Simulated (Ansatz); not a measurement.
# CoPtO2 (R-3m) in Ansatz: further runs

Runs on CoPtO2. Level: PBE. Tasks: single point.

Everything below comes from runs of Ansatz 0.2.0. Logs are shortened: lines on timing, memory, paths and dates and some standing lists are left out, and cuts for length are marked.

## Step 1: Starting point

The structure is trigonal, space group R-3m (No. 166). Conventional cell: a = 2.825 Å, b = 2.825 Å, c = 17.818 Å, α = 90.00°, β = 90.00°, γ = 120.00°. Around Pt (site symmetry -3m) lie 2 O at 2.00 Å. Co (site symmetry -3m) is surrounded by 6 O at 1.90 Å. O (site symmetry 3m) is surrounded by 3 Co at 1.90 Å and 1 Pt at 2.00 Å.

The cell is a database's computed one.

## Step 2: Single point, PBE, collinear spin, ferromagnetic start

input.yaml

```yaml
crystal:
  lattice:
    - [1.4122699173, 0.8153744169, 5.9393891094]
    - [-1.4122699173, 0.8153744169, 5.9393891094]
    - [0.0, -1.6307488338, 5.9393891094]
  atoms:
    - { symbol: Pt, position: [0.0, 0.0, 0.0] }
    - { symbol: Co, position: [0.5, 0.5, 0.5], spin: 2.0 }
    - { symbol: O, position: [0.11224403, 0.11224403, 0.11224403] }
    - { symbol: O, position: [0.88775597, 0.88775597, 0.88775597] }
hamiltonian:
  xc: pbe
  pseudopotentials: { kind: paw }
magnetization:
  spin_polarized: true
kpoints:
  mp_grid: { grid: [11, 11, 11] }
scf:
  occupations: { method: gaussian, width: 0.023 }
output:
  forces: true
  stress: true
  eigenvalues: true
  write_density: true
  write_potential: true
  elf: true
  volumetric_format: npy
```

Potentials or basis: Ansatz PAW.

Command:

```bash
ansatz run input.yaml --threads 2 --pin off --max-ram 5632MiB --backend cpu --events-out ev --progress --plain --runs-dir out
```

The log of the run:

```text
Warning: RAYON_NUM_THREADS=2 ignored (pool sized by the plan → 2); use --threads N
basis.fft_grid_basis auto: the FFT boxes are laid along the combinations [[1, -1, 0], [0, 1, 0], [0, -1, 1]] of the cell's own vectors, 2.825, 6.159 and 2.825 Å long. The dense box has 20×45×20 points. Along the cell's own vectors, as sized, it would have 45×45×45, 5.06 times as many. Of the 12 symmetry operations that the crystal satisfies within crystal.symmetry.tolerance (time reversal apart; of a slab, those that keep its plane) the dense box along the cell's own vectors carries 12, and the one as laid loses 8 of those. basis.fft_grid_basis: typed keeps the cell's own vectors: state it where this run's energies or levels are differenced outside the engine with another run's, or held beside a run that keeps those vectors. Those combinations have planes normal to reciprocal vector 3, as the cell's own vectors have. Each planar average written beside output.write_density, output.write_potential has a row for each plane of the box: 20. The volumetric files lie along those combinations, not along the cell's own vectors: a cube or XSF file states them, and fields.json those of NumPy files.
Engine: ansatz 0.2.0, x86_64-unknown-linux-gnu
Pseudopotentials: kind: paw
Pseudopotential: Pt, paw, valence charge 18, recommended cutoff 420 eV (normal), Pt.paw.azcp
Pseudopotential: Co, paw, valence charge 17, recommended cutoff 420 eV (normal), Co.paw.azcp
Pseudopotential: O, paw, valence charge 6, recommended cutoff 420 eV (normal), O.paw.azcp
Functional definition: PBE
  parameter kappa = 0.804
  parameter beta = 0.06672455060314922
  exchange = pbe_x(kappa = kappa, mu = beta*pi^2/3)
  correlation = pbe_c(beta = beta)
Crystal: 4 atoms, lattice volume = 41.036 Å³
Basis set: ecut = 420 eV, 805 PW (Γ), FFT grids on a1−a2, a2, −a2+a3, exchange–correlation on 40×90×40 points (8 copies of the dense FFT grid, shifted against one another)
Bands: 30, of which v1, the nominal top of the filled ones, is band 24 counted from 1 (23 counted from 0)
Symmetry: 12 space group operations
Space group: R-3m (ITA 166), of the structure as read, at distance tolerance 3.4e-5 Å
Magnetic group: BNS 166.97 (UNI 1327), of the structure as read, at distance tolerance 3.4e-5 Å
k-points: 146 of 1331
Non-local potential: Pt, projectors of the file, l = 0: 3, l = 1: 2, l = 2: 2, l = 3: 1
Non-local potential: Co, projectors of the file, l = 0: 3, l = 1: 2, l = 2: 3, l = 3: 1
Non-local potential: O, projectors of the file, l = 0: 2, l = 1: 2, l = 2: 1
PAW form: soft (Blöchl's): semilocal exchange-correlation on the pseudo side does not see the compensation charge
PAW one-centre angular grid: Pt, 590 points (default); XC on 64 Gauss nodes
PAW one-centre angular grid: Co, 590 points (default); XC on 64 Gauss nodes
PAW one-centre angular grid: O, 110 points (default); XC on 64 Gauss nodes
Initial density: superposition of atomic densities (chi_scale 0.1, normalization cell, long waves kept (reshape's long-wave potential 0.28 eV rms))
Starting moments: Σ|m| = 2 μB on 1 of 4 sites
[... 22 lines left out ...]
SCF converged after 13 iterations
Magnetization: -0.0000 μB (23.5000 up, 23.5000 down)
Absolute magnetization: 0.0000 μB (∫|ρ↑−ρ↓|, with the PAW one-centre terms)
Spin contamination: 0.0000 ħ² per cell (⟨S²⟩ above its minimum at these occupations)
Per-site moments (μB) at R_I (Å): [(-4.937094442979652e-6, 0.8249929496042441), (8.032814487871522e-7, 0.7826291999317879), (-7.672847089444447e-8, 0.782629199931788), (-7.672847098070775e-8, 0.7826291999317879)]
Free energy (F): -18782.444216 eV
Harris-Foulkes:  -18782.444216 eV  (|F-HF|=4.22e-10)
Internal energy: -18782.443969 eV  (E = F + TS)
E sigma→0 (E₀):  -18782.444093 eV
Entropy (-TS):   -0.000247 eV (-0.062 meV/atom)
Fermi energy:    16.595776 eV
--- Per-component energies (eV) ---
  E_band       = -473.437465
  E_kinetic    = 1438.797131
  E_local      = -5687.177612  (includes V_loc(G=0)·N_el)
  E_nonlocal   = 752.070537
  E_hartree    = 2280.455363
  E_xc         = -566.574886
  E_vxc        = -694.175564  (∫ρ·V_xc dr)
  E_paw        = -11283.268290  (= ΣΔE_a)
  E_vpaw       = -843.868915  (= ΣTr[D̂ρ^β])
  E_aug_tail   = 0.005001  (compensation charges beyond the density's cutoff)
  E_ewald      = -5716.751213
  E_smearing   = -0.000247  (= −TS)
  E_closure    = -0.000000  (closes the sum)
  Σ components = -18782.444216   (vs F -18782.444216, Δ=0.00e0)
--- Forces (eV/Å), atoms counted from 1 ---
  atom   1  Pt    -0.00000000     0.00000000     0.00000000
  atom   2  Co    -0.00000000    -0.00000000     0.00000000
  atom   3  O      0.00000000    -0.00000000    -0.10316614
  atom   4  O      0.00000000     0.00000000     0.10316614
  max |Σ_I F_I| component: 1.08e-30 eV/Å
--- Stress (GPa, compression-positive) ---
        6.394566       0.000000       0.000000
        0.000000       6.394566       0.000000
       -0.000000       0.000000       4.887050
  P = ⅓ Tr σ = 5.8921 GPa (58.921 kbar)
--- Band table (eV; the first three rows and the last of 292) ---
  k-point 0 ↑: bands = ["-82.0691", "-79.1426", "-42.4262", "-42.4262", "-42.3988", "-36.7049", "-35.9430", "-35.9430", "-5.0963", "-3.1608", "6.8691", "9.5522", "10.0019", "10.0019", "11.9627", "13.2160", "13.2160", "13.4510", "13.4510", "14.6345", "14.6345", "14.9898", "14.9898", "15.0437", "18.4500", "18.4500", "19.3502", "22.0895", "25.5402", "28.1557"]
  k-point 1 ↑: bands = ["-82.0678", "-79.1420", "-42.4324", "-42.4277", "-42.3978", "-36.7022", "-35.9662", "-35.9488", "-4.9993", "-3.1529", "6.9925", "9.7250", "9.7884", "10.0479", "12.1905", "12.7075", "12.9369", "13.3463", "13.6713", "14.5501", "14.6909", "14.9298", "15.0991", "15.1390", "18.2619", "18.3732", "19.4851", "22.5870", "25.7700", "28.5646"]
  k-point 2 ↑: bands = ["-82.0643", "-79.1404", "-42.4491", "-42.4316", "-42.3952", "-36.6949", "-36.0281", "-35.9642", "-4.7272", "-3.1355", "7.3216", "9.2342", "10.1720", "10.3107", "11.7426", "12.4295", "12.4486", "13.1640", "14.1174", "14.2421", "14.6969", "14.9397", "15.2838", "15.4838", "17.8808", "18.1867", "19.7513", "23.7610", "26.4018", "29.5960"]
  k-point 145 ↓: bands = ["-82.0678", "-79.1420", "-42.4324", "-42.4277", "-42.3978", "-36.7023", "-35.9662", "-35.9488", "-4.7580", "-3.5274", "8.5833", "9.0639", "9.9717", "10.1893", "10.5904", "12.0462", "12.3797", "13.3252", "13.6605", "14.6969", "14.7729", "15.5257", "15.8557", "15.8638", "17.8132", "17.9750", "20.6062", "21.6022", "25.6982", "28.2948"]
```

Wall time 8.6 s (2 threads of Intel Xeon 6975P-C (Granite Rapids), shared host); peak memory 0.61 GiB.

What came out:

```yaml
Free_energy: -18782.4442 eV
Pressure: 5.9 GPa
Largest_force: 0.103 eV/Å
Band_gap_on_the_k_mesh: none (metal or under the smearing width)
Net_moment: 0.00 μB per cell
Absolute_moment: 0.00 μB per cell
```

Forces in eV/Å, atoms in the order of the input:
```
Pt   0.000  0.000  0.000
Co   0.000  0.000  0.000
O    0.000  0.000 -0.103
O    0.000  0.000  0.103
```

Caveat: the starting moments collapsed, and a magnetic state may lie lower; the pressure holds a Pulay correction of +0.7 GPa for the finite cutoff; semilocal functionals often make such compounds metallic where correlation or magnetic order opens a gap, which also shifts bond lengths; the starting moments weren't kept. Spin-orbit coupling is left out, which matters for the levels of Pt.

## Step 3: Single point, PBE, collinear spin, ferromagnetic start

input.yaml, as its differences from that of step 2:

```diff
@@ -18,3 +18,3 @@
 scf:
-  occupations: { method: gaussian, width: 0.023 }
+  occupations: { method: gaussian, width: 0.024 }
 output:
@@ -23,5 +23 @@
   eigenvalues: true
-  write_density: true
-  write_potential: true
-  elf: true
-  volumetric_format: npy
```

Potentials or basis: Ansatz PAW.

Command:

```bash
ansatz run input.yaml --threads 2 --pin off --max-ram 5632MiB --backend cpu --events-out ev --progress --plain --runs-dir out
```

Wall time 6.8 s (2 threads of Intel Xeon 6975P-C (Granite Rapids), shared host); peak memory 0.61 GiB.

The run converged. Its results:

```yaml
Free_energy: -18782.4442 eV
Pressure: 5.9 GPa
Largest_force: 0.103 eV/Å
Band_gap_on_the_k_mesh: none (metal or under the smearing width)
Net_moment: 0.00 μB per cell
Absolute_moment: 0.00 μB per cell
```

Forces on the atoms (eV/Å):
```
Pt   0.000  0.000  0.000
Co   0.000  0.000  0.000
O    0.000  0.000 -0.103
O    0.000  0.000  0.103
```

Stress tensor (GPa, compression positive):
```
6.39 0.00 0.00
0.00 6.39 0.00
0.00 0.00 4.89
```

Levels at points of the mesh, in eV from the Fermi level:
Spin up:
```tsv
k point	band 22	band 23	band 24	band 25	band 26	band 27
(0.00, 0.00, 0.00)	-1.61	-1.61	-1.55	1.85	1.85	2.75
```
Spin down:
```
           k point  band 21  band 22  band 23  band 24  band 25  band 26  band 27  band 28
(0.00, 0.00, 0.00)    -1.96    -1.61    -1.61    -1.55     1.85     1.85     2.75     5.49
```

Caveat: the starting moments collapsed, and a magnetic state may lie lower; the pressure holds a Pulay correction of +0.7 GPa for the finite cutoff; semilocal functionals often make such compounds metallic where correlation or magnetic order opens a gap, which also shifts bond lengths; the starting moments weren't kept. The run has no spin-orbit coupling, so splittings on Pt are missing.

## Step 4: Single point, PBE, collinear spin, ferromagnetic start

input.yaml, as its differences from that of step 3:

```diff
@@ -18,3 +18,3 @@
 scf:
-  occupations: { method: gaussian, width: 0.024 }
+  occupations: { method: gaussian, width: 0.025 }
 output:
@@ -23 +23,5 @@
   eigenvalues: true
+  write_density: true
+  write_potential: true
+  elf: true
+  volumetric_format: npy
```

Command:

```bash
ansatz run input.yaml --threads 2 --pin off --max-ram 5632MiB --backend cpu --events-out ev --progress --plain --runs-dir out
```

It took 8.6 s on 2 threads of Intel Xeon 6975P-C (Granite Rapids), shared host; peak memory 0.61 GiB.

It converged, with:

```
Free energy            : -18782.4442 eV
Pressure               : 5.9 GPa
Largest force          : 0.103 eV/Å
Band gap on the k mesh : none (metal or under the smearing width)
Net moment             : 0.00 μB per cell
Absolute moment        : 0.00 μB per cell
```

Forces in eV/Å, atoms in the order of the input:
```
Pt   0.000  0.000  0.000
Co   0.000  0.000  0.000
O    0.000  0.000 -0.103
O    0.000  0.000  0.103
```

Stress tensor (GPa, compression positive):
```
6.39 0.00 0.00
0.00 6.39 0.00
0.00 0.00 4.89
```

Levels at points of the mesh, in eV from the Fermi level:
Spin up:
```csv
k point,band 20,band 21,band 22,band 23,band 24,band 25,band 26,band 27,band 28,band 29
"(0.00, 0.00, 0.00)",-1.96,-1.96,-1.61,-1.61,-1.55,1.85,1.85,2.75,5.49,8.94
```
Spin down:
```tsv
k point	band 21	band 22	band 23	band 24	band 25	band 26	band 27	band 28
(0.00, 0.00, 0.00)	-1.96	-1.61	-1.61	-1.55	1.85	1.85	2.75	5.49
```

Caveat: the starting moments collapsed, and a magnetic state may lie lower; the pressure holds a Pulay correction of +0.7 GPa for the finite cutoff; semilocal functionals often make such compounds metallic where correlation or magnetic order opens a gap, which also shifts bond lengths; the starting moments weren't kept.

## Step 5: Single point, PBE, collinear spin, ferromagnetic start

input.yaml, as its differences from that of step 4:

```diff
@@ -18,3 +18,3 @@
 scf:
-  occupations: { method: gaussian, width: 0.025 }
+  occupations: { method: gaussian, width: 0.026 }
 output:
@@ -23,5 +23 @@
   eigenvalues: true
-  write_density: true
-  write_potential: true
-  elf: true
-  volumetric_format: npy
```

Potentials or basis: Ansatz PAW.

Command:

```bash
ansatz run input.yaml --threads 2 --pin off --max-ram 5632MiB --backend cpu --events-out ev --progress --plain --runs-dir out
```

The log of the run:

```text
Warning: RAYON_NUM_THREADS=2 ignored (pool sized by the plan → 2); use --threads N
basis.fft_grid_basis auto: the FFT boxes are laid along the combinations [[1, 0, -1], [0, 1, -1], [0, 0, 1]] of the cell's own vectors, 2.825, 2.825 and 6.159 Å long. The dense box has 20×20×45 points. Along the cell's own vectors, as sized, it would have 45×45×45, 5.06 times as many. Of the 12 symmetry operations that the crystal satisfies within crystal.symmetry.tolerance (time reversal apart; of a slab, those that keep its plane) the dense box along the cell's own vectors carries 12, and the one as laid loses 8 of those. basis.fft_grid_basis: typed keeps the cell's own vectors: state it where this run's energies or levels are differenced outside the engine with another run's, or held beside a run that keeps those vectors.
[... 10 set-up lines as earlier in the session ...]
Crystal: 4 atoms, lattice volume = 41.036 Å³
Basis set: ecut = 420 eV, 805 PW (Γ), FFT grids on a1−a3, a2−a3, a3, exchange–correlation on 40×40×90 points (8 copies of the dense FFT grid, shifted against one another)
Bands: 30, of which v1, the nominal top of the filled ones, is band 24 counted from 1 (23 counted from 0)
[... 2 set-up lines as earlier in the session ...]
Magnetic group: BNS 166.97 (UNI 1327), of the structure as read, at distance tolerance 3.4e-5 Å
k-points: 146 of 1331
[... 8 set-up lines as earlier in the session ...]
Starting moments: Σ|m| = 2 μB on 1 of 4 sites
Initial wavefunctions: pseudopotential atomic-orbital guess
[... 21 lines left out ...]
SCF converged after 13 iterations
Magnetization: 0.0000 μB (23.5000 up, 23.5000 down)
Absolute magnetization: 0.0000 μB (∫|ρ↑−ρ↓|, with the PAW one-centre terms)
Spin contamination: 0.0000 ħ² per cell (⟨S²⟩ above its minimum at these occupations)
Per-site moments (μB) at R_I (Å): [(1.9875591354201126e-6, 0.8249929496042441), (3.192012981363532e-8, 0.7826291999317879), (-1.5239637061679182e-7, 0.782629199931788), (-1.5239637053890566e-7, 0.7826291999317879)]
Free energy (F): -18782.444249 eV
Harris-Foulkes:  -18782.444249 eV  (|F-HF|=1.30e-9)
Internal energy: -18782.443969 eV  (E = F + TS)
E sigma→0 (E₀):  -18782.444109 eV
Entropy (-TS):   -0.000279 eV (-0.070 meV/atom)
Fermi energy:    16.598712 eV
--- Per-component energies (eV) ---
  E_band       = -473.437737
  E_kinetic    = 1438.796833
  E_local      = -5687.180566  (includes V_loc(G=0)·N_el)
  E_nonlocal   = 752.071291
  E_hartree    = 2280.458123
  E_xc         = -566.574772
  E_vxc        = -694.175419  (∫ρ·V_xc dr)
  E_paw        = -11283.268665  (= ΣΔE_a)
  E_vpaw       = -843.868885  (= ΣTr[D̂ρ^β])
  E_aug_tail   = 0.005001  (compensation charges beyond the density's cutoff)
  E_ewald      = -5716.751213
  E_smearing   = -0.000279  (= −TS)
  E_closure    = 0.000000  (closes the sum)
  Σ components = -18782.444249   (vs F -18782.444249, Δ=0.00e0)
--- Forces (eV/Å), atoms counted from 1 ---
  atom   1  Pt     0.00000000     0.00000000    -0.00000000
  atom   2  Co    -0.00000000     0.00000000     0.00000000
  atom   3  O      0.00000000    -0.00000000    -0.10320353
  atom   4  O     -0.00000000     0.00000000     0.10320353
  max |Σ_I F_I| component: 1.39e-17 eV/Å
--- Stress (GPa, compression-positive) ---
        6.394757       0.000000       0.000000
        0.000000       6.394757       0.000000
       -0.000000       0.000000       4.887232
  P = ⅓ Tr σ = 5.8922 GPa (58.922 kbar)
--- Band table (eV; the first three rows and the last of 292) ---
  k-point 0 ↑: bands = ["-82.0691", "-79.1426", "-42.4263", "-42.4263", "-42.3988", "-36.7049", "-35.9430", "-35.9430", "-5.0963", "-3.1607", "6.8691", "9.5522", "10.0019", "10.0019", "11.9627", "13.2160", "13.2160", "13.4510", "13.4510", "14.6345", "14.6345", "14.9898", "14.9898", "15.0436", "18.4499", "18.4499", "19.3502", "22.0895", "25.5402", "28.1557"]
  k-point 1 ↑: bands = ["-82.0678", "-79.1421", "-42.4325", "-42.4277", "-42.3978", "-36.7022", "-35.9662", "-35.9488", "-4.9993", "-3.1529", "6.9925", "9.7250", "9.7884", "10.0479", "12.1905", "12.7075", "12.9369", "13.3462", "13.6713", "14.5501", "14.6909", "14.9298", "15.0991", "15.1390", "18.2619", "18.3732", "19.4851", "22.5870", "25.7700", "28.5646"]
  k-point 2 ↑: bands = ["-82.0643", "-79.1404", "-42.4491", "-42.4317", "-42.3952", "-36.6948", "-36.0281", "-35.9642", "-4.7272", "-3.1355", "7.3216", "9.2342", "10.1720", "10.3107", "11.7426", "12.4295", "12.4486", "13.1640", "14.1174", "14.2421", "14.6969", "14.9397", "15.2837", "15.4838", "17.8808", "18.1867", "19.7514", "23.7610", "26.4018", "29.5960"]
  k-point 145 ↓: bands = ["-82.0678", "-79.1420", "-42.4325", "-42.4277", "-42.3978", "-36.7023", "-35.9662", "-35.9488", "-4.7580", "-3.5274", "8.5833", "9.0639", "9.9717", "10.1893", "10.5904", "12.0462", "12.3797", "13.3252", "13.6605", "14.6969", "14.7728", "15.5257", "15.8557", "15.8638", "17.8132", "17.9750", "20.6062", "21.6022", "25.6982", "28.2947"]
```

Run time: 7 s. Hardware: 2 threads of Intel Xeon 6975P-C (Granite Rapids), shared host; peak memory 0.61 GiB.

What came out:

```yaml
Free_energy: -18782.4442 eV
Pressure: 5.9 GPa
Largest_force: 0.103 eV/Å
Band_gap_on_the_k_mesh: none (metal or under the smearing width)
Net_moment: 0.00 μB per cell
Absolute_moment: 0.00 μB per cell
```

Forces on the atoms (eV/Å):
```
Pt   0.000  0.000  0.000
Co   0.000  0.000  0.000
O    0.000  0.000 -0.103
O    0.000  0.000  0.103
```

Caveat: the starting moments collapsed, and a magnetic state may lie lower; the pressure holds a Pulay correction of +0.7 GPa for the finite cutoff; semilocal functionals often make such compounds metallic where correlation or magnetic order opens a gap, which also shifts bond lengths; the starting moments weren't kept. Spin-orbit coupling is left out, which matters for the levels of Pt.

(Part 1 of 2 ends here.)
